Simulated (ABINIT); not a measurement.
# Al2O3 (Corundum) (R-3c) in ABINIT: settings compared

One crystal, Al2O3 (Corundum), is run at these levels: PBEsol, LDA; tasks: single point.

Everything below comes from runs of ABINIT 10.8.3 (patched build). Logs are shortened: lines on timing, memory, paths and dates and some standing lists are left out, and cuts for length are marked. The log counts tension as positive stress, the text compression.

**The experiment to reproduce.**

“Multi-petahertz electron interference in Cr:Al2O3 solid-state material”, 2018, pmc:5906618 quotes, for a bulk crystal of Al2O3: band gap 8.7 eV (optical).

The runs below are set against these values where they give the same quantity.

## (1) Starting point

The structure is trigonal, space group R-3c (No. 167). Conventional cell: a = 4.760 Å, b = 4.760 Å, c = 12.996 Å, α = 90.00°, β = 90.00°, γ = 120.00°. Al (site symmetry 3) has 6 O at 1.85 to 1.97 Å as nearest neighbours. Around O (site symmetry 2) lie 4 Al at 1.85 to 1.97 Å.

## (2) Single point, PBEsol

File run.abi:

```
# Pseudopotentials
pp_dirpath "./"
pseudos "Al.GGA_PBE-JTH.xml, O.GGA_PBE-JTH.xml"

# Structure
acell 3*1.0
rprim
     4.4980206081     2.5969334089     8.1860416085
    -4.4980206081     2.5969334089     8.1860416085
     0.0000000000    -5.1938668179     8.1860416085
ntypat 2
znucl 13 8
natom 10
typat 1 1 1 1 2 2 2 2 2 2
xred
     0.8521600000     0.8521600000     0.8521600000
     0.6478400000     0.6478400000     0.6478400000
     0.1478400000     0.1478400000     0.1478400000
     0.3521600000     0.3521600000     0.3521600000
     0.0566800000     0.7500000000     0.4433200000
     0.7500000000     0.4433200000     0.0566800000
     0.4433200000     0.0566800000     0.7500000000
     0.9433200000     0.2500000000     0.5566800000
     0.2500000000     0.5566800000     0.9433200000
     0.5566800000     0.9433200000     0.2500000000

# Plane-wave basis
ecut 23.0
pawecutdg 45.0

# k points
kptopt 1
ngkpt 4 4 4
nshiftk 1
shiftk 0.0 0.0 0.0

# Exchange and correlation
ixc -116133

# Bands and occupations
nband 30
occopt 3
tsmear 0.00183747

# SCF cycle
nstep 100
tolvrs 1.0e-9

# Output
iomode 3
prtwf 0
prtden 0
prteig 0
prtebands 0
enunit 2
```

Potentials or basis: JTH PAW PBE v2.0.

Launch:

```
$ abinit run.abi > log 2>&1
```

run.abo:

```text
.Version 10.8.3 of ABINIT
 Symmetries : space group R-3 c (#167); Bravais hR (rhombohedral)
================================================================================
 Values of the parameters that define the memory need of the present run
     intxc =       0    ionmov =       0      iscf =      17    lmnmax =       8
     lnmax =       4     mgfft =      45  mpssoang =       2    mqgrid =    3001
     natom =      10  nloc_mem =       2    nspden =       1   nspinor =       1
    nsppol =       1      nsym =      12    n1xccc =       1    ntypat =       2
    occopt =       3   xclevel =       2
       mpw =        3030          nfft =       91125          nkpt =          13
 PAW method is used; the additional fine FFT grid is defined by:
   mgfftf=        60    nfftf =    216000
================================================================================
================================================================================

--------------------------------------------------------------------------------
------------- Echo of variables that govern the present computation ------------
--------------------------------------------------------------------------------
 -outvars: echo values of preprocessed input variables --------
            acell      1.0000000000E+00  1.0000000000E+00  1.0000000000E+00 Bohr
              amu      2.69815390E+01  1.59994000E+01
             ecut      2.30000000E+01 Hartree
           enunit           2
              ixc     -116133
         kptrlatt        4    0    0      0    4    0      0    0    4
          kptrlen      3.59841649E+01
            natom          10
            nband          30
            ngfft          45      45      45
          ngfftdg          60      60      60
             nkpt          13
            nstep         100
             nsym          12
           ntypat           2
           occopt           3
        pawecutdg      4.50000000E+01 Hartree
         pawxcdev           0
           prtden           0
        prtebands           0
           prteig           0
            prtwf           0
            rprim      4.4980206081E+00  2.5969334089E+00  8.1860416085E+00
                      -4.4980206081E+00  2.5969334089E+00  8.1860416085E+00
                       0.0000000000E+00 -5.1938668179E+00  8.1860416085E+00
          spgroup         167
           tolvrs      1.00000000E-09
           tsmear      1.83747000E-03 Hartree
            typat      1  1  1  1  2  2  2  2  2  2
           useylm           1
           xangst      8.4079858104E-19 -4.5094223593E-11  1.1074330489E+01
                       5.7677093326E-17 -3.4282269835E-11  8.4190694984E+00
                      -1.5702851976E-17 -7.8233720484E-12  1.9212695027E+00
                      -1.6054856500E-16 -1.8635490668E-11  4.5765304930E+00
                      -1.6502749289E+00 -1.0988406869E-01  5.4148333297E+00
                       7.2997506950E-01  1.4841220460E+00  5.4148333297E+00
                       9.2029985937E-01 -1.3742379773E+00  5.4148333297E+00
                       1.6502749289E+00  1.0988406863E-01  7.5807666616E+00
                      -7.2997506950E-01 -1.4841220460E+00  7.5807666616E+00
                      -9.2029985937E-01  1.3742379773E+00  7.5807666616E+00
            xcart      1.5888790452E-18 -8.5215732451E-11  2.0927451651E+01
                       1.0899391012E-16 -6.4784100963E-11  1.5909735587E+01
                      -2.9674089630E-17 -1.4784030553E-11  3.6306731742E+00
                      -3.0339281776E-16 -3.5215973584E-11  8.6483892385E+00
                      -3.1185676480E+00 -2.0765079542E-01  1.0232552011E+01
                       1.3794529601E+00  2.8045842043E+00  1.0232552011E+01
                       1.7391146879E+00 -2.5969334090E+00  1.0232552011E+01
                       3.1185676480E+00  2.0765079532E-01  1.4325572815E+01
                      -1.3794529601E+00 -2.8045842044E+00  1.4325572815E+01
                      -1.7391146879E+00  2.5969334089E+00  1.4325572815E+01
             xred      8.5216000000E-01  8.5216000000E-01  8.5216000000E-01
                       6.4784000000E-01  6.4784000000E-01  6.4784000000E-01
                       1.4784000000E-01  1.4784000000E-01  1.4784000000E-01
                       3.5216000000E-01  3.5216000000E-01  3.5216000000E-01
                       5.6680000000E-02  7.5000000000E-01  4.4332000000E-01
                       7.5000000000E-01  4.4332000000E-01  5.6680000000E-02
                       4.4332000000E-01  5.6680000000E-02  7.5000000000E-01
                       9.4332000000E-01  2.5000000000E-01  5.5668000000E-01
                       2.5000000000E-01  5.5668000000E-01  9.4332000000E-01
                       5.5668000000E-01  9.4332000000E-01  2.5000000000E-01
            znucl       13.00000    8.00000

================================================================================

 chkinp: Checking input parameters for consistency.

================================================================================
== DATASET  1 ==================================================================

--- !DatasetInfo
iteration_state: {dtset: 1, }
dimensions: {natom: 10, nkpt: 13, mband: 30, nsppol: 1, nspinor: 1, nspden: 1, mpw: 3030, }
cutoff_energies: {ecut:  23.0, pawecutdg:  45.0, }
electrons: {nelect:   4.80000000E+01, charge:   0.00000000E+00, occopt:   3.00000000E+00, tsmear:   1.83747000E-03, }
meta: {optdriver: 0, ionmov: 0, optcell: 0, iscf: 17, paral_kgb: 0, }
...

 Real(R)+Recip(G) space primitive vectors, cartesian coordinates (Bohr,Bohr^-1):
 R(1)=  4.4980206  2.5969334  8.1860416  G(1)=  0.1111600  0.0641783  0.0407197
[... 159 lines left out ...]
   10     -0.92029985936737     1.37423797727699     7.58076666162051

 cartesian forces (hartree/bohr) at end:
    1     -0.00000000000000    -0.00000000000000    -0.00165308007323
    2      0.00000000000000    -0.00000000000000     0.00165308007323
    3     -0.00000000000000    -0.00000000000000     0.00165308007323
    4      0.00000000000000     0.00000000000000    -0.00165308007323
    5     -0.00109628366845    -0.00189881901325    -0.00000000000001
    6     -0.00109628366845     0.00189881901325     0.00000000000001
    7      0.00219256733690    -0.00000000000000     0.00000000000000
    8      0.00109628366845     0.00189881901325     0.00000000000001
    9      0.00109628366845    -0.00189881901325    -0.00000000000001
   10     -0.00219256733690    -0.00000000000000    -0.00000000000000
 frms,max,avg= 1.1514455E-03 2.1925673E-03   0.000E+00  0.000E+00  0.000E+00 h/b

 cartesian forces (eV/Angstrom) at end:
    1     -0.00000000000000    -0.00000000000000    -0.08500479512687
    2      0.00000000000000    -0.00000000000000     0.08500479512687
    3     -0.00000000000000    -0.00000000000000     0.08500479512687
    4      0.00000000000000     0.00000000000000    -0.08500479512687
    5     -0.05637317281052    -0.09764119949069    -0.00000000000040
    6     -0.05637317281052     0.09764119949069     0.00000000000040
    7      0.11274634562104    -0.00000000000000     0.00000000000000
    8      0.05637317281052     0.09764119949069     0.00000000000040
    9      0.05637317281052    -0.09764119949069    -0.00000000000040
   10     -0.11274634562104    -0.00000000000000    -0.00000000000000
 frms,max,avg= 5.9209710E-02 1.1274635E-01   0.000E+00  0.000E+00  0.000E+00 e/A
 length scales=  1.000000000000  1.000000000000  1.000000000000 bohr
              =  0.529177210544  0.529177210544  0.529177210544 angstroms
 Fermi (or HOMO) energy (hartree) =   0.37531   Average Vxc (hartree)=  -0.42601
 Eigenvalues (hartree) for nkpt=  13  k points:
 kpt#   1, nband= 30, wtk=  0.01563, kpt=  0.0000  0.0000  0.0000 (reduced coord)
  -0.44803   -0.36065   -0.35010   -0.35010   -0.33820   -0.33820    0.00169    0.03888
   0.05164    0.05164    0.09352    0.09626    0.09626    0.13352    0.14809    0.20553
   0.20553    0.21024    0.21024    0.23962    0.23962    0.25658    0.25658    0.25818
   0.48235    0.58736    0.64891    0.67565    0.67565    0.68238
      occupation numbers for kpt#   1
   2.00000    2.00000    2.00000    2.00000    2.00000    2.00000    2.00000    2.00000
   2.00000    2.00000    2.00000    2.00000    2.00000    2.00000    2.00000    2.00000
   2.00000    2.00000    2.00000    2.00000    2.00000    2.00000    2.00000    2.00000
   0.00000    0.00000    0.00000    0.00000    0.00000    0.00000
 prteigrs : prtvol=0 or 1, do not print more k-points.

 Fermi (or HOMO) energy (eV) =  10.21272   Average Vxc (eV)= -11.59244
 Eigenvalues (   eV  ) for nkpt=  13  k points:
 kpt#   1, nband= 30, wtk=  0.01563, kpt=  0.0000  0.0000  0.0000 (reduced coord)
 -12.19154   -9.81368   -9.52662   -9.52662   -9.20301   -9.20301    0.04610    1.05797
   1.40506    1.40506    2.54473    2.61925    2.61925    3.63330    4.02972    5.59272
   5.59272    5.72105    5.72105    6.52039    6.52039    6.98198    6.98198    7.02542
  13.12543   15.98301   17.65783   18.38529   18.38534   18.56842
 prteigrs : prtvol=0 or 1, do not print more k-points.

--- !EnergyTerms
iteration_state     : {dtset: 1, }
comment             : Components of total free energy in Hartree
kinetic             :  5.05259123702209E+01
hartree             :  2.67751363328512E+01
xc                  : -2.23146320448507E+01
Ewald energy        : -8.81149731552105E+01
psp_core            :  1.08284357099898E+00
local_psp           : -8.26093829044222E+01
PAW spherical_terms :  9.00155418821028E+00
internal            : -1.05653541642202E+02
'-kT*entropy'       :  3.75982039814122E-15
total_energy        : -1.05653541642202E+02
total_energy_eV     : -2.87497932988180E+03
...

--- !EnergyTermsDC
iteration_state     : {dtset: 1, }
comment             : '"Double-counting" decomposition of free energy'
band_energy         :  1.15666492197901E+00
Ewald energy        : -8.81149731552105E+01
psp_core            :  1.08284357099898E+00
xc_dc               : -2.10746984225790E+01
PAW spherical_terms :  1.29662475217938E+00
internal            : -1.05653538332632E+02
'-kT*entropy'       :  3.75982039814122E-15
total_energy_dc     : -1.05653538332632E+02
total_energy_dc_eV  : -2.87497923982381E+03
...

--- !EnergyTermsWithPAWCore
iteration_state     : {dtset: 1, }
comment             : 'Components of total free energy, including PAW core contributions'
Total energy        : -1.42015279209709E+03
Total energy DC     : -1.42015278878752E+03
Total energy (eV)   : -3.86443261540622E+04
Total energy DC (eV): -3.86443260640042E+04
...

 Cartesian components of stress tensor (hartree/bohr^3)
  sigma(1 1)= -1.04975176E-04  sigma(3 2)=  7.25779767E-15
  sigma(2 2)= -1.04975176E-04  sigma(3 1)=  0.00000000E+00
  sigma(3 3)= -7.17097547E-05  sigma(2 1)=  0.00000000E+00

-Cartesian components of stress tensor (GPa)         [Pressure=  2.7622E+00 GPa]
- sigma(1 1)= -3.08847631E+00  sigma(3 2)=  2.13531780E-10
- sigma(2 2)= -3.08847631E+00  sigma(3 1)=  0.00000000E+00
- sigma(3 3)= -2.10977382E+00  sigma(2 1)=  0.00000000E+00

== END DATASET(S) ==============================================================
================================================================================

 -outvars: echo values of variables after computation  --------
            acell      1.0000000000E+00  1.0000000000E+00  1.0000000000E+00 Bohr
           etotal     -1.0565353833E+02
            fcart     -1.1769740815E-19 -4.1625593956E-20 -1.6530800732E-03
                       1.1601709097E-20 -2.1181172954E-20  1.6530800732E-03
                      -2.0523872540E-19 -2.1181172954E-20  1.6530800732E-03
                       7.5134464702E-20  1.8103747344E-19 -1.6530800732E-03
                      -1.0962836685E-03 -1.8988190132E-03 -7.7320317703E-15
                      -1.0962836685E-03  1.8988190132E-03  7.7320435980E-15
                       2.1925673369E-03 -2.3087882708E-20  3.0653891661E-20
                       1.0962836685E-03  1.8988190132E-03  7.7320600253E-15
                       1.0962836685E-03 -1.8988190132E-03 -7.7320859804E-15
                      -2.1925673369E-03 -1.5105041790E-19 -7.3036365608E-20
            rprim      4.4980206081E+00  2.5969334089E+00  8.1860416085E+00
                      -4.4980206081E+00  2.5969334089E+00  8.1860416085E+00
                       0.0000000000E+00 -5.1938668179E+00  8.1860416085E+00
           strten     -1.0497517615E-04 -1.0497517619E-04 -7.1709754652E-05
                       7.2577976748E-15  0.0000000000E+00  0.0000000000E+00
           xangst      8.4079858104E-19 -4.5094223593E-11  1.1074330489E+01
                       5.7677093326E-17 -3.4282269835E-11  8.4190694984E+00
                      -1.5702851976E-17 -7.8233720484E-12  1.9212695027E+00
                      -1.6054856500E-16 -1.8635490668E-11  4.5765304930E+00
                      -1.6502749289E+00 -1.0988406869E-01  5.4148333297E+00
                       7.2997506950E-01  1.4841220460E+00  5.4148333297E+00
                       9.2029985937E-01 -1.3742379773E+00  5.4148333297E+00
                       1.6502749289E+00  1.0988406863E-01  7.5807666616E+00
                      -7.2997506950E-01 -1.4841220460E+00  7.5807666616E+00
                      -9.2029985937E-01  1.3742379773E+00  7.5807666616E+00
             xred      8.5216000000E-01  8.5216000000E-01  8.5216000000E-01
                       6.4784000000E-01  6.4784000000E-01  6.4784000000E-01
                       1.4784000000E-01  1.4784000000E-01  1.4784000000E-01
                       3.5216000000E-01  3.5216000000E-01  3.5216000000E-01
                       5.6680000000E-02  7.5000000000E-01  4.4332000000E-01
                       7.5000000000E-01  4.4332000000E-01  5.6680000000E-02
                       4.4332000000E-01  5.6680000000E-02  7.5000000000E-01
                       9.4332000000E-01  2.5000000000E-01  5.5668000000E-01
                       2.5000000000E-01  5.5668000000E-01  9.4332000000E-01
                       5.5668000000E-01  9.4332000000E-01  2.5000000000E-01
 Calculation completed.
```

Wall time 1.9 min (1 thread of Arm Neoverse N1, shared host); peak memory 0.18 GiB.

What came out:

```yaml
Free_energy: -2874.9792 eV
Pressure: 2.8 GPa
Largest_force: 0.113 eV/Å
Band_gap_on_the_k_mesh: 6.10 eV, direct
Valence_electrons_inside_the_program's_atomic_spheres: Al 0.87; O 4.66
```

Forces on the atoms (eV/Å):
```
Al   0.000  0.000 -0.085
Al   0.000  0.000  0.085
Al   0.000  0.000  0.085
Al   0.000  0.000 -0.085
O   -0.056 -0.098  0.000
O   -0.056  0.098  0.000
O    0.113  0.000  0.000
O    0.056  0.098  0.000
O    0.056 -0.098  0.000
O   -0.113  0.000  0.000
```

Stress tensor (GPa, compression positive):
```
3.09 0.00 0.00
0.00 3.09 0.00
0.00 0.00 2.11
```

Caveat: the PAW data sets were made with another functional, which shifts forces and pressure a little.

(Continued in part 2 of 2.)
